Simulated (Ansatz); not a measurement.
**MoSi2N4 bilayer (AA') in a perpendicular field**

Wanted: the out-of-plane response of the MoSi2N4 bilayer (AA'). A positive field points along +c.

Method: plane-wave DFT, LDA, Ansatz PAW, in Ansatz 0.2.0.

## 1. Set-up

The cell holds 14 atoms: 8 N, 4 Si and 2 Mo. Its edges and angles: a = 2.920 Å, b = 2.920 Å, c = 34.924 Å, α = 90.0°, β = 90.0°, γ = 120.0°. Regions: layer 1: MoSi2N4, 7 atoms (4 N, 2 Si and 1 Mo); layer 2: MoSi2N4, 7 atoms (4 N, 2 Si and 1 Mo). Vacuum lies along c.

Structure file:

```xyz
14
Lattice="2.9200 0.0000 0.0000 -1.4600 2.5288 0.0000 0.0000 0.0000 34.9236" Properties=species:S:1:pos:R:3
N     0.0000    0.0000    9.0000
Si    0.0000    1.6859    9.4694
N     0.0000    1.6859   11.2194
Mo    0.0000    0.0000   12.4309
N     0.0000    1.6859   13.6424
Si    0.0000    1.6859   15.3924
N     0.0000    0.0000   15.8618
N     0.0000    1.6859   19.0618
Si    0.0000    0.0000   19.5312
N     0.0000    0.0000   21.2812
Mo    0.0000    1.6859   22.4927
N     0.0000    0.0000   23.7041
Si    0.0000    0.0000   25.4541
N     0.0000    1.6859   25.9236
```

## 2. Relaxation

The starting cell is a guess, so the in-plane lattice and the atoms are relaxed first, with the slab cut off from its images along the normal. The program lengthens the vector along the normal by itself, so c and the volume that it reports differ from the typed ones.

input.yaml reads:

```yaml
crystal:
  lattice:
    - [2.92, 0.0, 0.0]
    - [-1.46, 2.5287941791, 0.0]
    - [0.0, 0.0, 34.9235812344]
  atoms:
    - { symbol: "N", position: [0.0, 0.0, 0.2577055297] }
    - { symbol: Si, position: [0.3333333333, 0.6666666667, 0.2711472291] }
    - { symbol: "N", position: [0.3333333333, 0.6666666667, 0.3212566376] }
    - { symbol: Mo, position: [0.0, 0.0, 0.3559456066] }
    - { symbol: "N", position: [0.3333333333, 0.6666666667, 0.3906345757] }
    - { symbol: Si, position: [0.3333333333, 0.6666666667, 0.4407439842] }
    - { symbol: "N", position: [0.0, 0.0, 0.4541856836] }
    - { symbol: "N", position: [0.3333333333, 0.6666666667, 0.5458143164] }
    - { symbol: Si, position: [0.0, 0.0, 0.5592560158] }
    - { symbol: "N", position: [0.0, 0.0, 0.6093654243] }
    - { symbol: Mo, position: [0.3333333333, 0.6666666667, 0.6440543934] }
    - { symbol: "N", position: [0.0, 0.0, 0.6787433624] }
    - { symbol: Si, position: [0.0, 0.0, 0.7288527709] }
    - { symbol: "N", position: [0.3333333333, 0.6666666667, 0.7422944703] }
  periodic: [true, true, false]
kpoints:
  mp_grid: { grid: [12, 12, 1] }
hamiltonian:
  xc: lda
scf:
  occupations: { method: fermi_dirac, width: 0.05 }
  convergence: { dr2_threshold: 1.0e-09 }
relax:
  f_tol: 0.004
  max_steps: 90
  cell: {}
output:
  write_potential: true
  write_density: true
  volumetric_format: npy
```

The run is started by

```console
$ ansatz run input.yaml --threads 4 --pin off --max-ram 6144MiB --backend cpu --events-out ev --progress --plain --runs-dir out
```

Numbers of over 12 decimals in the logs are rounded to 6 here.

The program printed:

```text
Warning: crystal.periodic: the lattice vector that does not repeat stood 0.000° off the slab's normal, 34.924 Å along it as the deck builds it. The run solves the slab on a vector along the normal, 57.647 Å long, with every atom where it was (on the deck's vector they left 18.00 Å outside them, and the widest stretch free of ions among them is 3.20 Å). A fractional position that the run reports is one of the run's ce [...]
Warning: relax.cell: scf.convergence.dr2_threshold = 1e-9 eV is looser than the 1.93135621641e-10 eV advised for a relaxation that steers and ends on the stress (1e-10 eV for each atom of the cell: 14, times the square of relax.cell.stress_2d_tol = 0.05 N/m over 26.9 Å (the atoms' height at the walk's start and 5 Å past either face), 1.857e-2 GPa, over a crystal's default 0.05). What an SCF threshold leaves in a stress goes as its square root, and in the free energy as the threshold itself, and one threshold admits the most on a small cell: [figures from the program's tests cut] Set scf.convergence.dr2_threshold to 1.93135621641e-10 eV or tighter. [rest of the remark cut]
crystal.periodic: the lattice vector that does not repeat stood 0.000° off the slab's normal, 34.924 Å along it as the deck builds it. The run solves the slab on a vector along the normal, 57.647 Å long, with every atom where it was (on the deck's vector they left 18.00 Å outside them, and the widest stretch free of ions among them is 3.20 Å). A fractional position that the run reports is one of the run's cell, which [...]
Engine: ansatz 0.2.0, aarch64-unknown-linux-gnu
Pseudopotentials: kind: paw
Pseudopotential: N, paw, valence charge 5, recommended cutoff 420 eV (normal), N.paw.azcp
Pseudopotential: Si, paw, valence charge 4, recommended cutoff 420 eV (normal), Si.paw.azcp
Pseudopotential: Mo, paw, valence charge 14, recommended cutoff 420 eV (normal), Mo.paw.azcp
Functional definition: SPW92
  exchange = slater_x
  correlation = pw_c
Crystal: 14 atoms, lattice volume = 425.671 Å³
Basis set: ecut = 420 eV, 8257 PW (Γ)
Bands: 56, of which v1, the nominal top of the filled ones, is band 42 counted from 1 (41 counted from 0)
Symmetry: 12 space group operations
Space group: P-3m1 (ITA 164), of the structure as read, at distance tolerance 7.5e-5 Å
k-points: 19 of 144
Non-local potential: N, projectors of the file, l = 0: 2, l = 1: 2, l = 2: 1
Non-local potential: Si, projectors of the file, l = 0: 2, l = 1: 2, l = 2: 2
Non-local potential: Mo, projectors of the file, l = 0: 3, l = 1: 2, l = 2: 2, l = 3: 1
PAW form: soft (Blöchl's): semilocal exchange-correlation on the pseudo side does not see the compensation charge
PAW frozen core: N, regenerated for the run's functional, and the local potential with it (the file was generated under x = pbe(κ = 0.804, μ = 0.219515), c = pbe(β = 0.066725))
PAW frozen core: Si, regenerated for the run's functional, and the local potential with it (the file was generated under x = pbe(κ = 0.804, μ = 0.219515), c = pbe(β = 0.066725))
PAW frozen core: Mo, regenerated for the run's functional, and the local potential with it (the file was generated under x = pbe(κ = 0.804, μ = 0.219515), c = pbe(β = 0.066725))
PAW one-centre angular grid: N, 110 points (default); XC on 64 Gauss nodes
PAW one-centre angular grid: Si, 110 points (default); XC on 64 Gauss nodes
PAW one-centre angular grid: Mo, 590 points (default); XC on 64 Gauss nodes
Initial density: superposition of atomic densities (neutral atoms: chi_scale 0, normalization atom), corrected by the library's trained network
Initial wavefunctions: pseudopotential atomic-orbital guess
Functional: x = slater, c = lda
SCF iter   1: F=—  HF=-15126.457460 eV  |F-HF|=—  |Δ(HF+E_count)|=         —  Δρ=6.67e-3  dr2=1.61e-1  ethr=1.77e-3  ⟨swp⟩=13.4  Hψ=8225  notcnv=0  defer=35
preconditioner: auto → Resta (q_TF=auto, 2.082 Å⁻¹)  ε∞=2.6  [insulator: Δε(μ)=1.504 eV  Ē_g=11.664 eV  σ=0.050 eV  W_gap=1.00  n_scr=38 (ndim 8)  ℏωp=14.8 eV  f_vac=0.650  D(μ)=0.00/eV (n_scr^D=0)  ε∞_Penn≈2.6  vacuum switching on, ρ_ref=9.9e-3 e/Å³]
SCF iter   2: F=—  HF=-15126.425117 eV  |F-HF|=—  |Δ(HF+E_count)|=   3.23e-2  Δρ=3.18e-3  dr2=3.40e-2  ethr=1.92e-4  ⟨swp⟩=3.4  Hψ=2696  notcnv=0  defer=130
SCF iter   3: F=—  HF=-15126.422071 eV  |F-HF|=—  |Δ(HF+E_count)|=   3.05e-3  Δρ=1.79e-3  dr2=1.37e-2  ethr=4.05e-5  ⟨swp⟩=3.0  Hψ=2095  notcnv=0  defer=130
SCF iter   4: F=—  HF=-15126.420702 eV  |F-HF|=—  |Δ(HF+E_count)|=   1.37e-3  Δρ=6.59e-4  dr2=1.83e-3  ethr=1.63e-5  ⟨swp⟩=3.1  Hψ=1784  notcnv=0  defer=130
SCF iter   5: F=—  HF=-15126.420842 eV  |F-HF|=—  |Δ(HF+E_count)|=   1.40e-4  Δρ=2.82e-4  dr2=1.05e-3  ethr=2.18e-6  ⟨swp⟩=3.3  Hψ=2079  notcnv=0  defer=130
SCF iter   6: F=—  HF=-15126.420727 eV  |F-HF|=—  |Δ(HF+E_count)|=   1.15e-4  Δρ=9.12e-5  dr2=4.32e-5  ethr=1.25e-6  ⟨swp⟩=2.6  Hψ=1441  notcnv=0  defer=130
SCF iter   7: F=—  HF=-15126.420745 eV  |F-HF|=—  |Δ(HF+E_count)|=   1.85e-5  Δρ=3.73e-5  dr2=7.59e-6  ethr=5.14e-8  ⟨swp⟩=3.5  Hψ=2281  notcnv=0  defer=130
SCF iter   8: F=—  HF=-15126.420647 eV  |F-HF|=—  |Δ(HF+E_count)|=   9.83e-5  Δρ=9.48e-6  dr2=3.89e-7  ethr=9.04e-9  ⟨swp⟩=3.5  Hψ=2224  notcnv=0  defer=130
SCF iter   9: F=—  HF=-15126.420647 eV  |F-HF|=—  |Δ(HF+E_count)|=   2.53e-8  Δρ=3.51e-6  dr2=4.59e-8  ethr=4.64e-10  ⟨swp⟩=3.4  Hψ=2261  notcnv=0  defer=130
SCF iter  10: F=—  HF=-15126.420647 eV  |F-HF|=—  |Δ(HF+E_count)|=   6.76e-9  Δρ=1.38e-6  dr2=9.18e-9  ethr=5.46e-11  ⟨swp⟩=3.1  Hψ=2057  notcnv=0  defer=130
SCF iter  11: F=-15126.420647 eV  HF=-15126.420647 eV  |F-HF|=3.31e-9  |Δ(HF+E_count)|=  5.48e-10  Δρ=3.47e-7  dr2=5.62e-10  ethr=1.19e-12  ⟨swp⟩=11.2  Hψ=10019  notcnv=0
SCF 1 converged in 11 iterations: F = -15126.420647 eV  dr2 = 5.62e-10
  greatest PAW one-centre occupation: 0.999 electrons in one spin orbital (limit 2), on the Mo atom at site 10 (counted from 0), in its partial waves of l = 0
relax step   1: F+E_penalty+E_count = -15126.42064679 eV  Δ(F+E_penalty+E_count) = +0.000e0 eV  max|allowed force component| = 4.586e-1 eV/Å  Δτ_max = 0.0000 Å  P = -23.168 N/m  Ω = 425.671 Å³  fix = [c, alpha, beta]  reactions: c +0.000 N/m  (11 SCF iters, accepted)
Crystal: 14 atoms, lattice volume = 411.571 Å³
Basis set: ecut = 420 eV, 8065 PW (Γ)
Initial density: handed on by an earlier stage of this run
Initial wavefunctions: those handed on with the density
iter 1 solved again at ethr=1.06e-3 eV; its pass at ethr=3.10e-3 eV (dr2=8.91e-1 eV) is discarded
[...]
relax step   6: F+E_penalty+E_count = -15126.69389768 eV  Δ(F+E_penalty+E_count) = +8.652e-6 eV  max|allowed force component| = 1.089e-3 eV/Å  Δτ_max = 0.0015 Å  P = +0.005 N/m  Ω = 410.445 Å³  energy of the carried Pulay correction = +2.040e-2 eV  fix = [c, alpha, beta]  reactions: c +0.000 N/m  (8 SCF iters, accepted)
[...]
relax step   7: F+E_penalty+E_count = -15126.67740245 eV  Δ(F+E_penalty+E_count) = +1.650e-2 eV  max|allowed force component| = 1.545e-3 eV/Å  Δτ_max = 0.0000 Å  P = -0.456 N/m  Ω = 410.445 Å³  fix = [c, alpha, beta]  reactions: c -0.000 N/m  stress off target by 4.56e-1 N/m on what of the cell is left free  SCF on the basis re-selected at this cell (its energy is not comparable with the rows above)  (6 SCF iters)
[...]
relax step   8: F+E_penalty+E_count = -15126.67779311 eV  Δ(F+E_penalty+E_count) = -3.907e-4 eV  max|allowed force component| = 1.288e-3 eV/Å  Δτ_max = 0.0009 Å  P = -0.012 N/m  Ω = 410.200 Å³  energy of the carried Pulay correction = +3.298e-4 eV  fix = [c, alpha, beta]  reactions: c -0.000 N/m  (7 SCF iters, accepted)
iter 1 solved again at ethr=3.48e-7 eV; its pass at ethr=3.10e-3 eV (dr2=2.93e-4 eV) is discarded
SCF iter   1: F=—  HF=-15126.677583 eV  |F-HF|=—  |Δ(HF+E_count)|=         —  Δρ=3.10e-6  dr2=1.29e-8  ethr=3.48e-7  ⟨swp⟩=6.8  Hψ=14468  notcnv=0
eigensolver tolerance schedule: the retry pair's looser diagonalisation over-reported the residual by 22595.10 of it (diagonalisation noise at an unbounded share of the residual, at the tolerance the schedule requests for it); recorded, not acted on — ethr = c·dr2/N_el stays at c = 1.0e-1
preconditioner: auto → Resta (q_TF=auto, 2.095 Å⁻¹)  ε∞=2.6  [insulator: Δε(μ)=1.972 eV  Ē_g=11.957 eV  σ=0.050 eV  W_gap=1.00  n_scr=38 (ndim 8)  ℏωp=15.1 eV  f_vac=0.652  D(μ)=0.00/eV (n_scr^D=0)  ε∞_Penn≈2.6  vacuum switching on, ρ_ref=1.0e-2 e/Å³]
SCF iter   2: F=—  HF=-15126.677473 eV  |F-HF|=—  |Δ(HF+E_count)|=   1.11e-4  Δρ=1.73e-6  dr2=6.84e-9  ethr=1.54e-11  ⟨swp⟩=7.2  Hψ=5196  notcnv=0
SCF iter   3: F=—  HF=-15126.677473 eV  |F-HF|=—  |Δ(HF+E_count)|=  1.71e-10  Δρ=1.11e-6  dr2=1.77e-9  ethr=8.14e-12  ⟨swp⟩=2.8  Hψ=1818  notcnv=0
SCF iter   4: F=—  HF=-15126.677473 eV  |F-HF|=—  |Δ(HF+E_count)|=  7.39e-10  Δρ=5.27e-7  dr2=3.18e-9  ethr=1.19e-12  ⟨swp⟩=23.1  Hψ=10811  notcnv=0
SCF iter   5: F=-15126.677473 eV  HF=-15126.677473 eV  |F-HF|=8.73e-10  |Δ(HF+E_count)|=   1.43e-9  Δρ=1.27e-7  dr2=1.76e-10  ethr=1.19e-12  ⟨swp⟩=9.4  Hψ=7885  notcnv=0
SCF 9 converged in 5 iterations: F = -15126.677473 eV  dr2 = 1.76e-10
relax step   9: F+E_penalty+E_count = -15126.67747254 eV  Δ(F+E_penalty+E_count) = +3.206e-4 eV  max|allowed force component| = 1.287e-3 eV/Å  Δτ_max = 0.0000 Å  P = -0.016 N/m  Ω = 410.200 Å³  fix = [c, alpha, beta]  reactions: c -0.000 N/m  stress off target by 1.63e-2 N/m on what of the cell is left free  SCF on the basis re-selected at this cell (its energy is not comparable with the rows above)  (5 SCF iters)
basis re-selected at this cell: Δ(F+E_penalty+E_count) = +3.206e-4 eV, ΔP = -0.004 N/m vs the last step (what re-selecting the basis moved, of the pressure what is left beyond the Pulay correction that the steps carried, after the strain that the cell walked since its last selection, with what the two solves' SCF thresholds leave and, on support functions, any second-order correction that the steps lacked; it is no m [...]
WARN: The output density's exchange-correlation potential varies sharply where the density is thin. Do not read a vacuum level from v_tot or v_xc, or from such a field of the output density. On a cell that repeats whose density bears no net charge and no dipole along the vacuum's axis use v_es (v_loc + v_h of the components); under efield.dipole_correction with no amplitude use v_es + v_field, which holds any externa [...]
SCF converged after 5 iterations
Free energy (F): -15126.677473 eV
Harris-Foulkes:  -15126.677473 eV  (|F-HF|=8.73e-10)
Internal energy: -15126.677473 eV  (E = F + TS)
E sigma→0 (E₀):  -15126.677473 eV
Fermi energy:    -4.696405 eV
--- Per-component energies (eV) ---
  E_band       = -1652.778791
  E_kinetic    = 2136.499112
  E_local      = -737769.194353  (includes V_loc(G=0)·N_el)
  E_nonlocal   = 770.414601
  E_hartree    = 367474.685208
  E_xc         = -1072.268771
  E_vxc        = -1270.364101  (∫ρ·V_xc dr)
  E_paw        = -9070.773660  (= ΣΔE_a)
  E_vpaw       = -469.511867  (= ΣTr[D̂ρ^β])
  E_aug_tail   = 0.000909  (compensation charges beyond the density's cutoff)
  E_ewald      = 362402.036175
  E_core_change = 1.923308  (= ΣΔE_core)
  E_smearing   = -0.000000  (= −TS)
  E_closure    = 0.000000  (closes the sum)
  Σ components = -15126.677473   (vs F -15126.677473, Δ=0.00e0)
--- Forces (eV/Å), atoms counted from 1 ---
  atom   1  N      0.00000000    -0.00000000     0.00107072
  atom   2  Si     0.00000000    -0.00000000    -0.00096842
  atom   3  N      0.00000000     0.00000000     0.00014882
  atom   4  Mo    -0.00000000     0.00000000    -0.00036938
  atom   5  N      0.00000000     0.00000000    -0.00067459
  atom   6  Si    -0.00000000    -0.00000000     0.00128713
  atom   7  N      0.00000000     0.00000000    -0.00093340
  atom   8  N      0.00000000     0.00000000     0.00093340
  atom   9  Si     0.00000000    -0.00000000    -0.00128713
  atom  10  N      0.00000000     0.00000000     0.00067459
  atom  11  Mo     0.00000000    -0.00000000     0.00036938
  atom  12  N      0.00000000     0.00000000    -0.00014882
  atom  13  Si     0.00000000     0.00000000     0.00096842
  atom  14  N     -0.00000000     0.00000000    -0.00107072
  max |Σ_I F_I| component: 7.40e-17 eV/Å
--- 2D stress c σ (N/m, compression-positive) ---
       -0.016282       0.000000      -0.000000
        0.000000      -0.016282      -0.000000
       -0.000000      -0.000000      -0.000000
  P = ½ c Tr σ = -0.0163 N/m
--- Band table (eV; the first three rows and the last of 19) ---
  k-point 0: bands = [... 38 lower, -8.1616, -7.7182, -5.7560, -5.6629, -2.7103, -2.7103, -2.7098, -2.7098, ... 10 higher]
  k-point 1: bands = [... 38 lower, -7.8917, -7.6287, -5.8404, -5.7843, -2.8919, -2.8395, -2.7391, -2.7388, ... 10 higher]
  k-point 2: bands = [... 38 lower, -7.9110, -7.7025, -6.2263, -6.2215, -3.0093, -2.9151, -2.7987, -2.7979, ... 10 higher]
  k-point 18: bands = [... 38 lower, -7.1110, -7.1110, -6.1535, -6.1469, -3.6908, -3.6908, -2.4988, -2.3925, ... 10 higher]
  ° read free of the cell's end (the report's vacuum.weakly_bound_levels)
--- Relaxed structure (7 steps of the walk, 7 accepted, 2 SCFs on fresh bases) ---
  F+E_penalty+E_count = -15126.67747254 eV   max|allowed force component| = 1.287e-3 eV/Å   (the final SCF, on the basis selected at the relaxed cell)
  cell:  # Å, volume = 410.1996 Å³
    - [2.866443, 0, 0]
    - [-1.433222, 2.482413, 0]
    - [0, 0, 57.647162]
  atoms:
    - { symbol: N, position: [-2.7755575612397844e-17, -4.625929269486917e-17, 0.156930] }
    - { symbol: Si, position: [0.333333, 0.666667, 0.165768] }
    - { symbol: N, position: [0.333333, 0.666667, 0.195964] }
    - { symbol: Mo, position: [-2.775557561239779e-17, -4.625929269486914e-17, 0.217458] }
    - { symbol: N, position: [0.333333, 0.666667, 0.238954] }
    - { symbol: Si, position: [0.333333, 0.666667, 0.269149] }
    - { symbol: N, position: [-2.7755575612397798e-17, -4.625929269486916e-17, 0.277936] }
    - { symbol: N, position: [0.333333, 0.666667, 0.327880] }
    - { symbol: Si, position: [-2.7755575612397644e-17, -4.625929269486876e-17, 0.336667] }
    - { symbol: N, position: [-2.7755575612397638e-17, -4.625929269486874e-17, 0.366862] }
    - { symbol: Mo, position: [0.333333, 0.666667, 0.388358] }
    - { symbol: N, position: [-2.775557561239763e-17, -4.625929269486875e-17, 0.409852] }
    - { symbol: Si, position: [-2.77555756123976e-17, -4.625929269486876e-17, 0.440048] }
    - { symbol: N, position: [0.333333, 0.666667, 0.448886] }
```

The job ended after 92 s (4 threads of Arm Neoverse V2, shared host; peak memory 1.1 GiB; 6.1 min of CPU time).

The steps of the relaxation:

| step | energy less that of the first step (eV) | largest force component (eV/Å) | volume (Å³) |
| --- | --- | --- | --- |
| 1 | 0.0000 | 0.4586 | 425.67 |
| 2 | -0.2504 | 0.2166 | 411.57 |
| 3 | -0.2702 | 0.1025 | 411.00 |
| 4 | -0.2729 | 0.0439 | 410.47 |
| 5 | -0.2733 | 0.0101 | 410.43 |
| 6 | -0.2733 | 0.0011 | 410.44 |
| 7* | -0.2568 | 0.0015 | 410.44 |
| 8 | -0.2571 | 0.0013 | 410.20 |
| 9* | -0.2568 | 0.0013 | 410.20 |

Relaxation steps marked * repeat the geometry before them on a plane-wave basis chosen anew for their cell, so energy and pressure can jump there.

The run keeps the 12 symmetry operations that it works with, so distortions that break them were not tested.

| cell as run | before | after | change |
| --- | --- | --- | --- |
| a (Å) | 2.920 | 2.866 | -1.8 % |
| b (Å) | 2.920 | 2.866 | -1.8 % |

The atoms that moved most (Å, along periodic axes as changes of fractional coordinates times the final cell, across vacuum about the mean position):

| atom | dx | dy | dz | length |
| --- | --- | --- | --- | --- |
| N8 | 0.000 | 0.000 | -0.160 | 0.160 |
| N7 | 0.000 | 0.000 | 0.160 | 0.160 |
| N10 | 0.000 | 0.000 | -0.133 | 0.133 |
| N5 | 0.000 | 0.000 | 0.133 | 0.133 |
| Si9 | 0.000 | 0.000 | -0.123 | 0.123 |
| Si6 | 0.000 | 0.000 | 0.123 | 0.123 |
| Mo4 | 0.000 | 0.000 | 0.105 | 0.105 |
| Mo11 | 0.000 | 0.000 | -0.105 | 0.105 |

Final coordinates:

```xyz
14
Lattice="2.8664 0.0000 0.0000 -1.4332 2.4824 0.0000 0.0000 0.0000 57.6472" Properties=species:S:1:pos:R:3
N     0.0000    0.0000    9.0466
Si    0.0000    1.6549    9.5560
N     0.0000    1.6549   11.2968
Mo    0.0000    0.0000   12.5358
N     0.0000    1.6549   13.7750
Si    0.0000    1.6549   15.5157
N     0.0000    0.0000   16.0222
N     0.0000    1.6549   18.9014
Si    0.0000    0.0000   19.4079
N     0.0000    0.0000   21.1485
Mo    0.0000    1.6549   22.3878
N     0.0000    0.0000   23.6268
Si    0.0000    0.0000   25.3675
N     0.0000    1.6549   25.8770
```

Numbers from this step:

| Property | Result |
| --- | --- |
| gap on the k-mesh | 1.972 eV |

The lattice constant a goes from 2.920 to 2.866 Å.

[end of part 1 of 3]

[Logs are printed without paths, hosts, clocks, repeated set-up lines and the standing remarks that a program may print on its own settings, such as how far it seeks lower states.]

[Hosts, paths, dates, database ids (printed as entryN), source tags and the programs' standing remarks are cut or masked in the printed files.]

[Maps of the electrostatic potential energy from Ansatz leave out the sawtooth potential of an applied field or a dipole correction, so their vacuum need not be flat; planar profiles and work functions include it.]
